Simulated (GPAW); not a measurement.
# MnS (Fm-3m) in GPAW: convergence with k mesh

Aim: find how far k mesh must go before the results for MnS settle, at PBE. This setting moves, with any that are tied to it; all else stays.

All numbers are computed with GPAW 26.7.0; they aren't measurements. Logs are shortened: lines on timing, memory, paths and dates and some standing lists are left out, and cuts for length are marked. The log counts tension as positive stress, the text compression.

### 1 The structure

Symmetry: Fm-3m, No. 225, cubic system. The conventional cell has a = 5.209 Å, b = 5.209 Å, c = 5.209 Å, α = 90.00°, β = 90.00°, γ = 90.00°. Mn (site symmetry m-3m) is surrounded by 6 S at 2.60 Å. S (site symmetry m-3m) has 6 Mn at 2.60 Å as nearest neighbours.

### 2 With k mesh 2 × 2 × 2

run.py reads:

```python
from ase.dft.bandgap import bandgap
from ase.io import read, write
from ase.units import GPa
from gpaw import GPAW, PW

atoms = read('POSCAR')
atoms.set_initial_magnetic_moments([4.0, 0.0])

calc = GPAW(mode=PW(600),
            xc='PBE',
            kpts={'size': (2, 2, 2), 'gamma': True},
            occupations={'name': 'fermi-dirac', 'width': 0.05},
            nbands=21,
            convergence={'density': 1e-05, 'energy': 1e-05},
            maxiter=100,
            txt='gpaw.txt')
atoms.calc = calc
energy = atoms.get_potential_energy()
forces = atoms.get_forces()
stress = atoms.get_stress()
calc.write('gs.gpw')
write('result.traj', atoms)
print(f'Energy: {energy:.6f} eV')
print('Forces (eV/A):')
print(forces.round(4))
print('Stress (GPa):', (stress / GPa).round(3))
print('Moments:', calc.get_magnetic_moments().round(3))
print('Fermi level:', round(calc.get_fermi_level(), 4), 'eV')
print(f'Gap: {bandgap(calc)[0]:.4f} eV, direct: {bandgap(calc, direct=True)[0]:.4f} eV')
```

POSCAR reads:

```
MnS
1.0
    0.0000000000      2.6045000000      2.6045000000
    2.6045000000      0.0000000000      2.6045000000
    2.6045000000      2.6045000000      0.0000000000
Mn S
1 1
Direct
    0.0000000000      0.0000000000      0.0000000000
    0.5000000000      0.5000000000      0.5000000000
```

Potentials or basis: GPAW PAW data sets (gpaw-data 1.2.1), pw.

Launch:

```console
$ OMP_NUM_THREADS=1 python run.py
```

gpaw.txt:

```text
__  _  _
 | _ |_)|_||  |
 |__||  | ||/\| - 26.7.0

Input parameters:
  mode=PW(ecut=600.0),
  convergence={'density': 1e-05, 'energy': 1e-05},
  kpts=MonkhorstPack(size=(2, 2, 2), gamma=True),
  maxiter=100,
  nbands=21,
  occupations=Occupations(name='fermi-dirac', width=0.05),
  xc=XC(name='PBE')

Diagonalizing LCAO Hamiltonian
Converting LCAO to pw mode

               S

       Mn

Atoms  # Å, Bohr magnetons
|   | symbol |        x |        y |        z |    initial magnetic moments |
|---|--------|----------|----------|----------|-----------------------------|
| 0 |     Mn | 0.000000 | 0.000000 | 0.000000 | ( 0.0000,  0.0000,  4.0000) |
| 1 |      S | 2.604500 | 2.604500 | 2.604500 | ( 0.0000,  0.0000,  0.0000) |

Unit cell  # Å
| periodic |        x |        y |        z |  lengths |    angles |
|----------|----------|----------|----------|----------|-----------|
|      yes | 0.000000 | 2.604500 | 2.604500 | 3.683319 | 60.000000 |
|      yes | 2.604500 | 0.000000 | 2.604500 | 3.683319 | 60.000000 |
|      yes | 2.604500 | 2.604500 | 0.000000 | 3.683319 | 60.000000 |

Number of symmetries: 48
[... 51 lines left out ...]

BZ-sampling:
  Number of BZ points: 8
  Number of IBZ points: 3

  Monkhorst-Pack size: [2, 2, 2]
  Monkhorst-Pack shift: [0.25, 0.25, 0.25]

K-points  # in reciprocal-cell coordinates
|   |                                coordinates |     weight |
|---|--------------------------------------------|------------|
| 0 | (  0.00000000,   0.00000000,   0.00000000) | 0.12500000 |
| 1 | (  0.50000000,   0.50000000,   0.00000000) | 0.37500000 |
| 2 | (  0.50000000,   0.50000000,   0.50000000) | 0.50000000 |

Plane wave coefficients: 1243
Cutoff: 600.0 eV

Spin-components: 2 (collinear spins)
Bands:           21
Projectors:      11
Spin-degeneracy: 1
Datatype:        complex128

Parallelization:
  kpt:    1
  domain: 1
  band:   1

Density:
  Valence electrons: 21.0
  Components: 2
  Grid points: [21 21 21]
  Charge: 0.0  # |e|

Potential:
  Grid points: [21 21 21]

species:
  Mn:
    name:    Manganese
    Z:       25.0
    valence: 15
    core:    10
    charge:  0.0  # [|e|]
    compensation charges:
      type: gauss
      rc: 0.38  # [Å]
      lmax: 2
    cutoffs:
      filter: 2.14  # [Å]
      core: 0.86  # [Å]
    projectors
    | kind |    occ | energy [eV] | rcut [Å] |
    |------|--------|-------------|----------|
    |   3s |  2.000 |     -85.859 |    1.275 |
    |   4s |  2.000 |      -5.106 |    1.275 |
    |   3p |  6.000 |     -54.597 |    1.281 |
    |   4p |  0.000 |      -1.371 |    1.281 |
    |   3d |  5.000 |      -6.771 |    1.138 |
    |    d |        |      20.441 |    1.138 |

    Using partial waves for Mn as LCAO basis

  S:
    name:    Sulfur
    Z:       16.0
    valence: 6
    core:    10
    charge:  0.0  # [|e|]
    compensation charges:
      type: gauss
      rc: 0.24  # [Å]
      lmax: 2
    cutoffs:
      filter: 1.77  # [Å]
      core: 1.66  # [Å]
    projectors
    | kind |    occ | energy [eV] | rcut [Å] |
    |------|--------|-------------|----------|
    |   3s |  2.000 |     -17.254 |    0.974 |
    |   3p |  4.000 |      -7.008 |    0.979 |
    |    s |        |       9.957 |    0.974 |
    |    p |        |      20.203 |    0.979 |
    |    d |        |       0.000 |    0.900 |

    Using partial waves for S as LCAO basis

Reference energy: -42371.707970  # eV

eigensolver:
  PPCG
  Converge bands: occupied
  niter=2

density mixing:
  MSR1-Mixer
  Pratt-step length: 0.05
  Maximum mixing coefficient: 0.75
  Old densities: 10
  SVD Regularization: 0.005
  Good broyden scale: 1.0
  Trust region scale: 1.0
  Backstep threshold: 4.0
  History deletion threshold: 6.0
  Fourier metric: weight=20.0, sigma=0.015

occupation numbers:
  Fermi-Dirac:
    width: 0.0500  # eV

poisson solver:
  ecut: 4800.0  # eV

xc functional:
  name: PBE with 2 nearest neighbor stencil

convergence criteria:
- Maximum integral of absolute [dens]ity change: 1e-05 electrons / valence electron
- Maximum [total energy] change in last 3 cyles: 1e-05 eV / valence electron
- Maximum integral of absolute [eigenst]ate change: 4e-08 eV^2 / valence electron
maximum number of iterations: 100

SCF iterations
|iter     | |      energy | eigst |  dens |  magmom |
|---------|-|-------------|-------|-------|---------|
|iter:   1| |  -13.972779 | +0.16 |       |  +4.0039|
|iter:   2| |  -13.967958 | -1.35 | -1.04 |  +3.9553|
|iter:   3| |  -14.033333 | -2.63 | -1.07 |  +3.4732|
|iter:   4| |  -14.050025 | -2.89 | -1.36 |  +3.1266|
|iter:   5| |  -14.054339 | -3.66 | -1.94 |  +3.0189|
|iter:   6| |  -14.054409 | -4.33 | -2.45 |  +2.9885|
|iter:   7| |  -14.054346c| -5.51 | -2.80 |  +2.9963|
|iter:   8| |  -14.054265c| -5.97 | -3.26 |  +3.0002|
|iter:   9| |  -14.054253c| -7.26 | -4.15 |  +3.0001|
|iter:  10| |  -14.054246c| -7.52c| -4.50 |  +3.0000|
|iter:  11| |  -14.054245c| -8.41c| -5.33c|  +3.0000|

Converged in 11 steps
Energy contributions relative to reference atoms: (reference = -42371.707970)

Energy contributions:
  Kinetic:          -1.107818
  Coulomb:           1.222250
  Zero:              0.238687
  External:          0.000000
  Xc:              -14.403888
  Entropy:          -0.006951
  Spinorbit:         0.000000
  ----------------------------
  Free energy:     -14.057720
  Extrapolated:    -14.054245

dipole moment: (-11.425053, -11.425053, -11.425053)  # |e|*Ang

Total magnetic moment: (0.000000, 0.000000, 2.999999)

Local magnetic moments
|        x |        y |         z |
|----------|----------|-----------|
| 0.000000 | 0.000000 |  3.068288 |  # Mn   0
| 0.000000 | 0.000000 | -0.134616 |  # S    1

Fermi level: 7.201
Eigenvalues  # (at kpt = [0.000, 0.000, 0.000])
| band index |      eig [eV] | occ [0-1] |      eig [eV] | occ [0-1] |
|------------|---------------|-----------|---------------|-----------|
|          0 |       -74.013 |     1.000 |       -70.609 |     1.000 |
|        ... |               |           |               |           |
|          5 |         4.293 |     1.000 |         4.942 |     1.000 |
|          6 |         4.293 |     1.000 |         4.942 |     1.000 |
|          7 |         4.293 |     1.000 |         4.942 |     1.000 |
|          8 |         4.529 |     1.000 |         6.937 |     0.995 |
|          9 |         4.529 |     1.000 |         6.937 |     0.995 |
|         10 |         5.138 |     1.000 |         7.043 |     0.960 |
[... 8 lines left out ...]
|         19 |        18.885 |     0.000 |        19.393 |     0.000 |
|         20 |        19.437 |     0.000 |        20.567 |     0.000 |

No gap
No difference between direct/indirect transitions

Forces  # eV/Ang
|        x |        y |        z |
|----------|----------|----------|
| -0.00000 | -0.00000 | -0.00000 |  # Mn   0
|  0.00000 | -0.00000 | -0.00000 |  # S    1

Stress tensor  # eV/Ang^3
|         x |         y |        z |
|-----------|-----------|----------|
|  0.114535 | -0.000000 | 0.000000 |
| -0.000000 |  0.114535 | 0.000000 |
|  0.000000 |  0.000000 | 0.114535 |

# Writing to gs.gpw (mode='')
```

Run time: 5.8 s. Hardware: 1 thread of Arm Neoverse V2, shared host; peak memory 0.15 GiB.

What came out:

```
Free energy            : -14.0577 eV
Pressure               : -18.4 GPa
Band gap on the k mesh : none (metal or under the smearing width)
Net moment             : 3.00 μB per cell
Site moments           : Mn +3.07; S -0.13 μB
```

### 3 With k mesh 3 × 3 × 3

run.py: that of step 2 with these lines changed.

```diff
@@ -10,3 +10,3 @@
             xc='PBE',
-            kpts={'size': (2, 2, 2), 'gamma': True},
+            kpts={'size': (3, 3, 3), 'gamma': True},
             occupations={'name': 'fermi-dirac', 'width': 0.05},
```

POSCAR is that of step 2.

Potentials or basis: GPAW PAW data sets (gpaw-data 1.2.1), pw.

Launch:

```console
$ OMP_NUM_THREADS=1 python run.py
```

It took 6.7 s on 1 thread of Arm Neoverse V2, shared host; peak memory 0.15 GiB.

Results:

* Free energy: -14.5135 eV
* Pressure: -3.6 GPa
* Band gap on the k mesh: none (metal or under the smearing width)
* Net moment: 4.55 μB per cell
* Site moments: Mn +4.08; S +0.09 μB

### 4 With k mesh 4 × 4 × 4

run.py: that of step 3 with these lines changed.

```diff
@@ -10,3 +10,3 @@
             xc='PBE',
-            kpts={'size': (3, 3, 3), 'gamma': True},
+            kpts={'size': (4, 4, 4), 'gamma': True},
             occupations={'name': 'fermi-dirac', 'width': 0.05},
```

POSCAR is that of step 3.

Launch:

```console
$ OMP_NUM_THREADS=1 python run.py
```

It took 11 s on 1 thread of Arm Neoverse V2, shared host; peak memory 0.15 GiB.

What came out:

```
Free energy            : -14.6633 eV
Pressure               : -5.2 GPa
Band gap on the k mesh : none (metal or under the smearing width)
Net moment             : 4.50 μB per cell
Site moments           : Mn +4.03; S +0.08 μB
```

### 5 With k mesh 5 × 5 × 5

run.py: that of step 4 with these lines changed.

```diff
@@ -10,3 +10,3 @@
             xc='PBE',
-            kpts={'size': (4, 4, 4), 'gamma': True},
+            kpts={'size': (5, 5, 5), 'gamma': True},
             occupations={'name': 'fermi-dirac', 'width': 0.05},
```

POSCAR is that of step 4.

Launch:

```console
$ OMP_NUM_THREADS=1 python run.py
```

It took 11 s on 1 thread of Arm Neoverse V2, shared host; peak memory 0.15 GiB.

Results (log left out):

```
Free energy            : -14.6642 eV
Pressure               : -4.4 GPa
Band gap on the k mesh : none (metal or under the smearing width)
Net moment             : 4.57 μB per cell
Site moments           : Mn +4.08; S +0.08 μB
```

### 6 With k mesh 6 × 6 × 6

run.py: that of step 5 with these lines changed.

```diff
@@ -10,3 +10,3 @@
             xc='PBE',
-            kpts={'size': (5, 5, 5), 'gamma': True},
+            kpts={'size': (6, 6, 6), 'gamma': True},
             occupations={'name': 'fermi-dirac', 'width': 0.05},
```

POSCAR is that of step 5.

Potentials or basis: GPAW PAW data sets (gpaw-data 1.2.1), pw.

Launch:

```console
$ OMP_NUM_THREADS=1 python run.py
```

Wall time 18 s (1 thread of Arm Neoverse V2, shared host); peak memory 0.16 GiB.

It converged, with:

```yaml
Free_energy: -14.6721 eV
Pressure: -3.6 GPa
Band_gap_on_the_k_mesh: none (metal or under the smearing width)
Net_moment: 4.65 μB per cell
Site_moments: Mn +4.12; S +0.10 μB
```

### 7 With k mesh 7 × 7 × 7

run.py: that of step 6 with these lines changed.

```diff
@@ -10,3 +10,3 @@
             xc='PBE',
-            kpts={'size': (6, 6, 6), 'gamma': True},
+            kpts={'size': (7, 7, 7), 'gamma': True},
             occupations={'name': 'fermi-dirac', 'width': 0.05},
```

POSCAR is that of step 6.

Launch:

```console
$ OMP_NUM_THREADS=1 python run.py
```

Run time: 21 s. Hardware: 1 thread of Arm Neoverse V2, shared host; peak memory 0.16 GiB.

It converged, with:

* Free energy: -14.6688 eV
* Pressure: -3.3 GPa
* Band gap on the k mesh: none (metal or under the smearing width)
* Net moment: 4.67 μB per cell
* Site moments: Mn +4.14; S +0.10 μB

### 8 With k mesh 8 × 8 × 8

run.py: that of step 7 with these lines changed.

```diff
@@ -10,3 +10,3 @@
             xc='PBE',
-            kpts={'size': (7, 7, 7), 'gamma': True},
+            kpts={'size': (8, 8, 8), 'gamma': True},
             occupations={'name': 'fermi-dirac', 'width': 0.05},
```

POSCAR is that of step 7.

Launch:

```console
$ OMP_NUM_THREADS=1 python run.py
```

It took 28 s on 1 thread of Arm Neoverse V2, shared host; peak memory 0.17 GiB.

It converged, with:

```yaml
Free_energy: -14.6659 eV
Pressure: -3.2 GPa
Band_gap_on_the_k_mesh: none (metal or under the smearing width)
Net_moment: 4.68 μB per cell
Site_moments: Mn +4.14; S +0.10 μB
```

### 9 With k mesh 10 × 10 × 10

run.py: that of step 8 with these lines changed.

```diff
@@ -10,3 +10,3 @@
             xc='PBE',
-            kpts={'size': (8, 8, 8), 'gamma': True},
+            kpts={'size': (10, 10, 10), 'gamma': True},
             occupations={'name': 'fermi-dirac', 'width': 0.05},
```

POSCAR is that of step 8.

Potentials or basis: GPAW PAW data sets (gpaw-data 1.2.1), pw.

Launch:

```console
$ OMP_NUM_THREADS=1 python run.py
```

Run time: 46 s. Hardware: 1 thread of Arm Neoverse V2, shared host; peak memory 0.19 GiB.

It converged, with:

```
Free energy            : -14.6593 eV
Pressure               : -2.8 GPa
Band gap on the k mesh : none (metal or under the smearing width)
Net moment             : 4.71 μB per cell
Site moments           : Mn +4.16; S +0.11 μB
```

### 10 With k mesh 12 × 12 × 12

run.py: that of step 9 with these lines changed.

```diff
@@ -10,3 +10,3 @@
             xc='PBE',
-            kpts={'size': (10, 10, 10), 'gamma': True},
+            kpts={'size': (12, 12, 12), 'gamma': True},
             occupations={'name': 'fermi-dirac', 'width': 0.05},
```

POSCAR is that of step 9.

Launch:

```console
$ OMP_NUM_THREADS=1 python run.py
```

Wall time 71 s (1 thread of Arm Neoverse V2, shared host); peak memory 0.22 GiB.

It converged, with:

```
Free energy            : -14.6575 eV
Pressure               : -3.2 GPa
Band gap on the k mesh : none (metal or under the smearing width)
Net moment             : 4.67 μB per cell
Site moments           : Mn +4.14; S +0.10 μB
```

### 11 The series at a glance

| k mesh | energy less the tightest run, at zero smearing (meV/atom) | pressure (GPa) | largest site moment (μB) | SCF cycles | CPU time (s) | peak memory (GiB) |
| --- | --- | --- | --- | --- | --- | --- |
| 2 × 2 × 2 | 299.19 | -18.35 | 3.07 | 11 | 5.8 | 0.15 |
| 3 × 3 × 3 | 74.53 | -3.56 | 4.08 | 11 | 6.7 | 0.15 |
| 4 × 4 × 4 | -0.67 | -5.17 | 4.03 | 12 | 11 | 0.15 |
| 5 × 5 × 5 | -3.94 | -4.37 | 4.08 | 10 | 11 | 0.15 |
| 6 × 6 × 6 | -8.24 | -3.60 | 4.12 | 11 | 18 | 0.16 |
| 7 × 7 × 7 | -6.55 | -3.29 | 4.14 | 11 | 21 | 0.16 |
| 8 × 8 × 8 | -5.47 | -3.21 | 4.14 | 10 | 28 | 0.17 |
| 10 × 10 × 10 | -1.60 | -2.85 | 4.16 | 11 | 46 | 0.19 |
| 12 × 12 × 12 | 0.00 | -3.23 | 4.14 | 11 | 71 | 0.22 |

Not settled before the last step: the energy (to 1 meV/atom), the pressure (to 0.1 GPa), the largest site moment (to 0.02 μB). Meshes of other sizes hit other points, so gaps and Fermi surfaces needn't settle smoothly. The tightest run that finished is the yardstick and may itself not be fully converged.

Caveats: a cell with one magnetic atom can't hold antiferromagnetic order, which such compounds often take; semilocal functionals often make such compounds metallic where correlation or magnetic order opens a gap, which also shifts bond lengths.
